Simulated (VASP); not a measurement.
# Co (P-3m1) in VASP: notebook

Runs on Co. Level: LDA. Tasks: single point.

Program: VASP 6.6.1. These are calculated values, not measurements. Logs are shortened: lines on timing, memory, paths and dates and some standing lists are left out, and cuts for length are marked.

### Step 1. The structure

The structure is trigonal, space group P-3m1 (No. 164). Conventional cell: a = 2.487 Å, b = 2.487 Å, c = 4.063 Å, α = 90.00°, β = 90.00°, γ = 120.00°. Around Co (site symmetry 3m) lie 12 Co at 2.42 to 2.55 Å.

This isn't the form of Co at room conditions, which is hcp.

### Step 2. Single point, LDA, collinear spin, ferromagnetic start

Input file INCAR:

```
SYSTEM = Co
ADDGRID = .FALSE.
ALGO = Normal
EDIFF = 1E-6
ENCUT = 400
GGA = CA
ISIF = 2
ISMEAR = -1
ISPIN = 2
LASPH = .TRUE.
LCHARG = .FALSE.
LMAXMIX = 4
LORBIT = 11
LREAL = .FALSE.
LWAVE = .FALSE.
MAGMOM = 2 2
NBANDS = 20
NELM = 100
PREC = Accurate
SIGMA = 0.1
```

Input file KPOINTS:

```
k-points
0
G
  6 6 3
  0 0 0
```

Input file POSCAR:

```
Co
1.0
    2.4873648738      0.0000000000      0.0000000000
   -1.2436824369      2.1541211692      0.0000000000
    0.0000000000      0.0000000000      4.0632895034
Co
2
Direct
    0.3275520000      0.6759820000      0.7288160000
    0.6891290000      0.3188900000      0.2643300000
```

Potentials or basis: VASP PAW LDA potentials, release 64 (Co).

Started as:

```bash
$ cat potpaw_LDA.64/Co/POTCAR > POTCAR
$ mpirun -np 1 vasp_std > vasp.out
```

OUTCAR:

```text
SYSTEM = Co
   EDIFF = 1E-6
   ENCUT = 400
   GGA = CA
   ISIF = 2
   ISMEAR = -1
   ISPIN = 2
   LASPH = .TRUE.
   LORBIT = 11
   LREAL = .FALSE.
   NELM = 100
   PREC = Accurate

 Found     56 irreducible k-points:

 Following reciprocal coordinates:
            Coordinates               Weight
  0.000000  0.000000  0.000000      1.000000
  0.166667  0.000000  0.000000      2.000000
  0.000000  0.166667  0.000000      2.000000
 -0.166667  0.166667  0.000000      2.000000
  0.333333  0.000000  0.000000      2.000000
  0.000000  0.333333  0.000000      2.000000
   k-points           NKPTS =     56   k-points in BZ     NKDIM =     56   number of bands    NBANDS=     20
   number of dos      NEDOS =    301   number of ions     NIONS =      2
   total plane-waves  NPLWV =   7168
   dimension x,y,z NGX =    16 NGY =   16 NGZ =   28
   dimension x,y,z NGXF=    32 NGYF=   32 NGZF=   56
   ions per type =               2
   NGX,Y,Z   is equivalent  to a cutoff of  10.69, 10.69, 11.46 a.u.
   NGXF,Y,Z  is equivalent  to a cutoff of  21.39, 21.39, 22.91 a.u.
 SYSTEM =  Co
   PREC   = accura    normal or accurate (medium, high low for compatibility)
   ISTART =      0    job   : 0-new  1-cont  2-samecut
   ICHARG =      2    charge: 1-file 2-atom 10-const
   ISPIN  =      2    spin polarized calculation?
   LNONCOLLINEAR =      F non collinear calculations
   LSORBIT =      F    spin-orbit coupling
   LASPH  =      T    aspherical Exc in radial PAW
   ENCUT  =  400.0 eV  29.40 Ry    5.42 a.u.   4.06  4.06  6.63*2*pi/ulx,y,z
   NELM   =    100;   NELMIN=  2; NELMDL= -5     # of ELM steps
   EDIFF  = 0.1E-05   stopping-criterion for ELM
   LREAL  =      F    real-space projection
   EDIFFG = 0.1E-04   stopping-criterion for IOM
   NSW    =      0    number of steps for IOM
   IBRION =     -1    ionic relax: 0-MD 1-quasi-New 2-CG
   NFREE  =      0    steps in history (QN), initial steepest desc. (CG)
   ISIF   =      2    stress and relaxation
   ISYM   =      2    0-nonsym 1-usesym 2-fastsym
   POTIM  = 0.5000    time-step for ionic-motion
   TEBEG  =    0.0;   TEEND  =   0.0 temperature during run
   PSTRESS=    0.0 pullay stress
   NELECT =      18.0000    total number of electrons
   NUPDOWN=      -1.0000    fix difference up-down
   EMIN   =  10.00;   EMAX   =-10.00  energy-range for DOS
   EFERMI =   0.00;   METHOD = LEGACY
   ISMEAR =    -1;   SIGMA  =   0.10  broadening in eV -4-tet -1-fermi 0-gaus
   EFERMI_NEDOS =   21; number of points for ismear=-14 and -15
   IALGO  =     38    algorithm
   IMIX   =      4    mixing-type and parameters
     AMIX     =   0.40;   BMIX     =  1.00
     AMIX_MAG =   1.60;   BMIX_MAG =  1.00
  volume/ion in A,a.u.               =      10.89        73.46
  Fermi-wavevector in a.u.,A,eV,Ry     =   1.536514  2.903591 32.121660  2.360875
  Thomas-Fermi vector in A             =   2.643152
   LORBIT       =     11    0 simple, 1 ext, 2 COOP (PROOUT), +10 PAW based schemes
   GGA     = CA    functional components
   LHFCALC =     F    Hartree Fock is set to
   AEXX    =    0.0000 exact exchange contribution
   IVDW    =     0    specifies the selected vdW correction
   LEPSILON=     F    determine dielectric tensor
   LRPA    =     F    only Hartree local field effects (RPA)
 spin polarized calculation
  energy-cutoff  :      400.00
  volume of cell :       21.77
 maximum number of plane-waves:       412
   NGX =  9   NGY =  9   NGZ = 13

 number of electron      18.0000003 magnetization       3.1532483

 Free energy of the ion-electron system (eV)
  ---------------------------------------------------
  ext. energy  EPLUGINS =         0.00000000
  ---------------------------------------------------
  free energy    TOTEN  =       -16.14201963 eV

  energy without entropy =      -16.09436963  energy(sigma->0) =      -16.11819463

 E-fermi :   9.9359     XC(G=0): -13.7031

 val. band max:        9.8851889976   @ k =  -0.1667   0.1667   0.3333
 cond. band min:       9.9453133700   @ k =   0.0000   0.0000   0.0000
 fundamental gap:      0.0601243723
 Fermi energy:         9.9358774627

 spin component 1

 k-point     1 :       0.0000    0.0000    0.0000
  band No.  band energies     occupation
      1       0.9713      1.00000
      2       4.7687      1.00000
      3       7.2784      1.00000
      4       7.3458      1.00000
      5       7.4294      1.00000
      6       7.6598      1.00000
[... 12 lines left out ...]
     19      36.0502      0.00000
     20      36.2089      0.00000
[... 93 lines left out ...]
 k-point     6 :       0.0000    0.3333    0.0000
  band No.  band energies     occupation
      1       4.1656      1.00000
      2       5.5614      1.00000
      3       5.9646      1.00000
      4       6.8308      1.00000
      5       7.4024      1.00000
      6       7.4536      1.00000
[... 12 lines left out ...]
     19      33.5107      0.00000
     20      36.4517      0.00000

 [... further k-points ...]

 spin component 2

 k-point     1 :       0.0000    0.0000    0.0000
  band No.  band energies     occupation
      1       1.1544      1.00000
      2       5.6620      1.00000
      3       8.6536      1.00000
      4       8.7879      0.99999
      5       8.8869      0.99997
      6       9.1125      0.99973
[... 12 lines left out ...]
     19      36.4806      0.00000
     20      36.5860      0.00000
[... 93 lines left out ...]
 k-point     6 :       0.0000    0.3333    0.0000
  band No.  band energies     occupation
      1       4.5107      1.00000
      2       6.7086      1.00000
      3       7.0656      1.00000
      4       7.8973      1.00000
      5       8.7323      0.99999
      6       8.8461      0.99998
[... 12 lines left out ...]
     19      33.6664      0.00000
     20      36.8652      0.00000

 [... further k-points ...]

------------------------ aborting loop because EDIFF is reached ----------------------------------------

  FORCE on cell =-STRESS in cart. coord.  units (eV):
  Direction    XX          YY          ZZ          XY          YZ          ZX
  --------------------------------------------------------------------------------------
  -------------------------------------------------------------------------------------
  Total       -2.4731687     -2.2823211     -2.1036115      0.1845086     -0.0959695      0.1946309
  in kB     -182.0023206   -167.9577074   -154.8063358     13.5781274     -7.0624655     14.3230318
  external PRESSURE =    -168.2554546 kB  Pullay stress =       0.0000000 kB

 VOLUME and BASIS-vectors are now :
 -----------------------------------------------------------------------------
  energy-cutoff  :      400.00
  volume of cell :       21.77
      direct lattice vectors                 reciprocal lattice vectors
     2.487364874  0.000000000  0.000000000     0.402031889  0.232113220  0.000000000
    -1.243682437  2.154121169  0.000000000     0.000000000  0.464226439  0.000000000
     0.000000000  0.000000000  4.063289503     0.000000000  0.000000000  0.246106018

 POSITION                                       TOTAL-FORCE (eV/Angst)
 -----------------------------------------------------------------------------------
     -0.02597      1.45615      2.96139         0.250528     -0.126509      0.923621
      1.31752      0.68693      1.07405        -0.250528      0.126509     -0.923621
 -----------------------------------------------------------------------------------
    total drift:                                0.000027     -0.000034      0.000071

  FREE ENERGIE OF THE ION-ELECTRON SYSTEM (eV)
  ---------------------------------------------------
  free  energy   TOTEN  =       -16.1420196284 eV

  energy  without entropy=      -16.0943696256  energy(sigma->0) =      -16.11819463

 total charge

# of ion       s       p       d       tot
------------------------------------------
    1        0.494   0.517   7.286   8.298
    2        0.494   0.517   7.286   8.298
--------------------------------------------------
tot          0.988   1.034  14.573  16.595

 magnetization (x)

# of ion       s       p       d       tot
------------------------------------------
    1       -0.013  -0.038   1.629   1.578
    2       -0.013  -0.038   1.629   1.578
--------------------------------------------------
tot         -0.026  -0.076   3.258   3.156
```

OSZICAR:

```text
N       E                     dE             d eps       ncg     rms          rms(c)
DAV:   1     0.734881697514E+02    0.73488E+02   -0.69024E+03  4728   0.103E+03
DAV:   2    -0.146281851116E+02   -0.88116E+02   -0.79386E+02  4576   0.197E+02
DAV:   3    -0.183982032402E+02   -0.37700E+01   -0.36316E+01  5104   0.505E+01
DAV:   4    -0.184566959628E+02   -0.58493E-01   -0.58456E-01  5616   0.543E+00
DAV:   5    -0.184582706113E+02   -0.15746E-02   -0.15746E-02  5172   0.830E-01    0.154E+01
DAV:   6    -0.166829198927E+02    0.17754E+01   -0.83993E+00  5016   0.591E+01    0.795E+00
DAV:   7    -0.161808776326E+02    0.50204E+00   -0.13310E+00  5064   0.221E+01    0.388E+00
DAV:   8    -0.161581632908E+02    0.22714E-01   -0.15153E-02  5968   0.855E-01    0.170E+00
DAV:   9    -0.161437085533E+02    0.14455E-01   -0.16964E-03  7600   0.659E-01    0.467E-01
DAV:  10    -0.161420333666E+02    0.16752E-02   -0.43325E-04  6684   0.271E-01    0.683E-02
DAV:  11    -0.161420285977E+02    0.47689E-05   -0.33057E-05  5128   0.481E-02    0.349E-02
DAV:  12    -0.161420232134E+02    0.53842E-05   -0.23952E-06  5116   0.132E-02    0.202E-02
DAV:  13    -0.161420196776E+02    0.35359E-05   -0.83095E-07  2956   0.115E-02    0.728E-03
DAV:  14    -0.161420196284E+02    0.49193E-07   -0.56107E-07  2552   0.725E-03
   1 F= -.16142020E+02 E0= -.16118195E+02  d E =-.476500E-01  mag=     3.1533
```

stdout:

```text
POSCAR found type information on POSCAR Co
 POSCAR found :  1 types and       2 ions
 scaLAPACK will be used
 LDA part: xc-table for (Slater(with rela. corr.)+CA(PZ))
 , standard interpolation
 POSCAR, INCAR and KPOINTS ok, starting setup
 FFT: planning ... GRIDC
 FFT: planning ... GRID_SOFT
 FFT: planning ... GRID
 WAVECAR not read
 entering main loop
```

It took 16 s on 1 thread of Intel Xeon Platinum 8488C (Sapphire Rapids), shared host; peak memory 0.13 GiB.

The run converged, but some of its settings lie outside the range that counts as converged, so its numbers aren't taken as properties of the crystal.

Results:

| Item | Value |
| --- | --- |
| Free energy | -16.1420 eV |
| Pressure | -16.8 GPa |
| Largest force | 0.965 eV/Å |
| Band gap on the k mesh | none (metal or under the smearing width) |
| Net moment | 3.15 μB per cell |
| Site moments | Co +1.58 μB |
| Valence electrons inside the program's atomic spheres | Co 8.30 |

Caveat: the k mesh is coarse (spacing up to 0.52 Å⁻¹), so the values aren't converged.

### Step 3. Single point, LDA, collinear spin, ferromagnetic start

INCAR, as its differences from that of step 2:

```diff
@@ -4,3 +4,3 @@
 EDIFF = 1E-6
-ENCUT = 400
+ENCUT = 280
 GGA = CA
```

Input file KPOINTS:

```
k-points
0
G
  7 7 4
  0 0 0
```

Input file POSCAR:

```
Co
1.0
    2.4873648738      0.0000000000      0.0000000000
   -1.2436824369      2.1541211692      0.0000000000
    0.0000000000      0.0000000000      4.0632895034
Co
2
Direct
    0.3333333333      0.6666666667      0.7401390000
    0.6666666667      0.3333333333      0.2598610000
```

Potentials or basis: VASP PAW LDA potentials, release 64 (Co).

Started as:

```bash
$ cat potpaw_LDA.64/Co/POTCAR > POTCAR
$ mpirun -np 1 vasp_std > vasp.out
```

Wall time 8.7 s (1 thread of Intel Xeon Platinum 8488C (Sapphire Rapids), shared host); peak memory 0.11 GiB.

The run converged, but some of its settings lie outside the range that counts as converged, so its numbers aren't taken as properties of the crystal.

What came out:

- Free energy: -16.1324 eV
- Largest force: 0.438 eV/Å
- Band gap on the k mesh: none (metal or under the smearing width)
- Net moment: 3.03 μB per cell
- Site moments: Co +1.52 μB
- Valence electrons inside the program's atomic spheres: Co 8.28

Caveat: the k mesh is coarse (spacing up to 0.42 Å⁻¹), so the values aren't converged; the cutoff is under 1.25 times the usual one of these potentials, so pressure, stress and relaxed cells hold a basis-set (Pulay) error.

### Step 4. Single point, LDA, collinear spin, ferromagnetic start

INCAR is that of step 3.

KPOINTS is that of step 3.

Input file POSCAR:

```
Co
1.0
    2.4873648738      0.0000000000      0.0000000000
   -1.2436824369      2.1541211692      0.0000000000
    0.0000000000      0.0000000000      4.0632895034
Co
2
Direct
    0.3275520000      0.6759820000      0.7288160000
    0.6891290000      0.3188900000      0.2643300000
```

Potentials or basis: VASP PAW LDA potentials, release 64 (Co).

Started as:

```bash
$ cat potpaw_LDA.64/Co/POTCAR > POTCAR
$ mpirun -np 1 vasp_std > vasp.out
```

OUTCAR:

```text
SYSTEM = Co
   EDIFF = 1E-6
   ENCUT = 280
   GGA = CA
   ISIF = 2
   ISMEAR = -1
   ISPIN = 2
   LASPH = .TRUE.
   LORBIT = 11
   LREAL = .FALSE.
   NELM = 100
   PREC = Accurate

 Found     99 irreducible k-points:

 Following reciprocal coordinates:
            Coordinates               Weight
  0.000000  0.000000  0.000000      1.000000
  0.142857  0.000000  0.000000      2.000000
  0.000000  0.142857  0.000000      2.000000
 -0.142857  0.142857  0.000000      2.000000
  0.285714  0.000000  0.000000      2.000000
  0.000000  0.285714  0.000000      2.000000
   k-points           NKPTS =     99   k-points in BZ     NKDIM =     99   number of bands    NBANDS=     20
   number of dos      NEDOS =    301   number of ions     NIONS =      2
   total plane-waves  NPLWV =   4704
   dimension x,y,z NGX =    14 NGY =   14 NGZ =   24
   dimension x,y,z NGXF=    28 NGYF=   28 NGZF=   48
[... 367 lines left out ...]
      direct lattice vectors                 reciprocal lattice vectors
     2.487364874  0.000000000  0.000000000     0.402031889  0.232113220  0.000000000
    -1.243682437  2.154121169  0.000000000     0.000000000  0.464226439  0.000000000
     0.000000000  0.000000000  4.063289503     0.000000000  0.000000000  0.246106018

 POSITION                                       TOTAL-FORCE (eV/Angst)
 -----------------------------------------------------------------------------------
     -0.02597      1.45615      2.96139         0.234068     -0.117912      0.894188
      1.31752      0.68693      1.07405        -0.234068      0.117912     -0.894188
 -----------------------------------------------------------------------------------
    total drift:                               -0.000173      0.000044      0.000028

  FREE ENERGIE OF THE ION-ELECTRON SYSTEM (eV)
  ---------------------------------------------------
  free  energy   TOTEN  =       -16.0763432173 eV

  energy  without entropy=      -16.0032577317  energy(sigma->0) =      -16.03980047

 total charge

# of ion       s       p       d       tot
------------------------------------------
    1        0.492   0.518   7.283   8.293
    2        0.492   0.518   7.283   8.293
--------------------------------------------------
tot          0.984   1.037  14.565  16.585

 magnetization (x)

# of ion       s       p       d       tot
------------------------------------------
    1       -0.012  -0.035   1.563   1.516
    2       -0.012  -0.035   1.563   1.516
--------------------------------------------------
tot         -0.025  -0.069   3.127   3.033
```

stdout:

```text
POSCAR found type information on POSCAR Co
 POSCAR found :  1 types and       2 ions
 scaLAPACK will be used
 LDA part: xc-table for (Slater(with rela. corr.)+CA(PZ))
 , standard interpolation
 POSCAR, INCAR and KPOINTS ok, starting setup
 FFT: planning ... GRIDC
 FFT: planning ... GRID_SOFT
 FFT: planning ... GRID
 WAVECAR not read
 entering main loop
```

It took 19 s on 1 thread of Intel Xeon Platinum 8488C (Sapphire Rapids), shared host; peak memory 0.13 GiB.

The run converged, but some of its settings lie outside the range that counts as converged, so its numbers aren't taken as properties of the crystal.

What came out:

| Item | Value |
| --- | --- |
| Free energy | -16.0763 eV |
| Largest force | 0.932 eV/Å |
| Band gap on the k mesh | none (metal or under the smearing width) |
| Net moment | 3.03 μB per cell |
| Site moments | Co +1.52 μB |
| Valence electrons inside the program's atomic spheres | Co 8.29 |

Caveat: the k mesh is coarse (spacing up to 0.42 Å⁻¹), so the values aren't converged; the cutoff is under 1.25 times the usual one of these potentials, so pressure, stress and relaxed cells hold a basis-set (Pulay) error.

### Step 5. For comparison

An earlier run on the cell as given: functional PBE; potentials or basis VASP PAW PBE potentials, release 64 (Co); cutoff 520 eV; k mesh 12 × 12 × 7; occupations fermi-dirac, width 0.05 eV; collinear spin, ferromagnetic start; starting moments [2.0, 2.0] μB.

- Pressure: 0.0 GPa
- Largest force: 0.481 eV/Å
- Band gap on the k mesh: none (metal or under the smearing width)
- Net moment: 3.26 μB per cell
- Site moments: Co +1.65 μB
- Valence electrons inside the program's atomic spheres: Co 8.27
